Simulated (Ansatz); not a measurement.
# Gap against strain: (9,0) SiC nanotube

Set-up. Ansatz 0.2.0, plane waves with PAW datasets, PBE, Fermi-Dirac smearing of 0.05 eV, no spin-orbit coupling. The period is scaled from its relaxed value of 5.349 Å and the atoms relax, within the symmetry of the start, at each strain ε (in %); gaps, in eV, are read on a band path.

| period (Å) | energy (eV a cell) | place of the conduction minimum (Γ = 0, Z = 1) | ε | gap |
| --- | --- | --- | --- | --- |
| 5.135 | +1.164 | 0.00 | −4 | 1.606 |
| 5.349 | 0.000 | 0.00 | 0 | 1.531 |
| 5.456 | +0.287 | 0.00 | 2 | 1.464 |
| 5.563 | +1.130 | 0.00 | 4 | 1.396 |
| 5.670 | +2.498 | 0.00 | 6 | 1.325 |

One run is withheld: period (Å) = 5.242, with ε = −2. Fit a straight line gap = a + b × ε to the 5 rows shown and predict it.

**Fit.** The means are 1.6 for ε and 1.465 for gap. The sum of products of deviations is −1.677 and the sum of squares in ε is 59.2, so b = −1.677 / 59.2 = −0.02832 and a = 1.465 − (−0.02832) × 1.6 = 1.51. The residuals' standard deviation, with 3 degrees of freedom, is σ = 0.019.

**Prediction.** gap = 1.51 + (−0.02832) × −2 = 1.567. The run gave 1.579, so the prediction less the run is −0.013. The standard error of a prediction there, σ√(1 + 1/5 + (−2 − 1.6)²/59.2), is 0.023, and the miss is 0.56 times that, for a point between the fitted rows. With so few rows σ is itself uncertain.

The gap narrows at every step from compression to tension.

Caveats: Kohn-Sham gaps of a wire among periodic images, which in a check on one flat ribbon (7 Å apart) lowered the gap by 0.2 eV and flattened the slope; the slope b × 100 is a mean deformation potential of the gap, in eV per unit strain. Between neighbouring runs it lies between −3.5 and −1.3 eV, so a bend, a kink or scatter between runs makes one line a rough account. The unstrained row comes from a denser mesh than the others, which shifts its energy a little. Series of this kind are told only where this holds: a gap at every strain (compound wires with polar facets were set aside first). 88 of 101 did.
